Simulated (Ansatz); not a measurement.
Ta₂C: what symmetry allows forces and stress to be

```
Ta C
1.0
     3.08071    0.00000    0.00000
    -1.54036    2.66797    0.00000
     0.00000    0.00000    4.46111
Ta C
2 1
Direct
  0.33333 0.66667 0.24458
  0.66667 0.33333 0.75542
  0.00000 0.00000 0.00000
```

Theory: Ansatz, DFT PBEsol, scalar-relativistic, plane waves, PAW.

Plane waves to 420 eV, a k mesh through Γ of 15×15×8 on the computed 3-atom cell and Gaussian smearing (0.10 eV); no spin polarisation.

This distorted cell has space group P-3m1, with 12 operations.

Problem. Without a calculation: in which directions can each atom feel a force?

Solution. A force must be left unchanged by every operation that keeps its atom in place, so it lies in the space that those operations leave fixed. Atoms that the group maps onto each other feel forces of one size.
```tsv
atom	site symmetry	operations at the site	equivalent to atom	allowed force (Cartesian)
Ta1	3m.	6	1	along (0.00, 0.00, 1.00)
Ta2	3m.	6	1	along (0.00, 0.00, 1.00)
C3	-3m.	12	3	none
```

That leaves 1 independent force component of 9. A relaxation in this cell that keeps the symmetry moves the atoms in these directions alone.

Problem. And the stress tensor?

Solution. It must be invariant under the point group, which leaves 2 independent components: yz, xz, xy vanish; xx = yy.

Problem. Do the computed values obey this?

Solution. Yes. Forces (eV/Å):
```
Ta1  0.000  0.000  2.858
Ta2  0.000  0.000 -2.858
C3   0.000  0.000  0.000
```

Stress (GPa, compression positive, xx yy zz yz xz xy): 32.02 32.02 68.57 0.00 0.00 0.00. The program imposes the same operations on density, forces and stress, so this confirms the analysis and is no independent test of the calculation.

Spin–orbit coupling is left out, which can shift energies with elements as heavy as these.